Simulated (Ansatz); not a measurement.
## C (Fd-3m): G0W0 and the starting functional

```
C
1.0
     0.00000    1.78350    1.78350
     1.78350    0.00000    1.78350
     1.78350    1.78350    0.00000
C
2
Direct
  0.00000 0.00000 0.00000
  0.25000 0.25000 0.25000
```

Held fixed (Ansatz):

| Property | Result |
| --- | --- |
| datasets | hard PAW set made for 700 eV |
| k mesh | 4×4×4 |
| empty bands | 73 |
| response cutoff | 200 eV |
| frequencies | contour deformation |
| q → 0 term | analytic weight of Carrier, Rohra and Görling |
| band sums | cut at the band count |

The gap is read from Γ to k = (0, 0.25, 0.25), linearised, between the Kohn-Sham band edges among the points solved. ε∞ is the electronic dielectric constant on this mesh. Wave cutoffs: 700, 700 eV in the order of the table.

Problem. The orbitals come from PBE, r²SCAN in turn. Does G0W0 narrow the spread of the gaps between these starts?

Solution. The Kohn-Sham gaps spread over 0.22 eV and the G0W0 gaps over 0.13 eV, so the dependence on the start shrinks but stays.

| orbitals | KS gap (eV) | G0W0 gap (eV) | ε∞ |
| --- | --- | --- | --- |
| PBE | 4.44 | 5.85 | 7.0 |
| r²SCAN | 4.66 | 5.98 | 6.8 |

The cell is a model at fixed atoms and needn't be the relaxed known crystal. The PAW or pseudopotential files were made with PBE. Points k are given in fractions of the reciprocal vectors. The mesh is coarse, so these are values at the stated settings, not converged ones. Band sums or response are cut, so the gap isn't at its basis limit. The gap is read on the mesh, and the crystal's band edges can lie off it. With r²SCAN or HSE06 the Kohn-Sham levels are generalised ones. Meshes this coarse can overestimate the dielectric constant by a tenth and more.
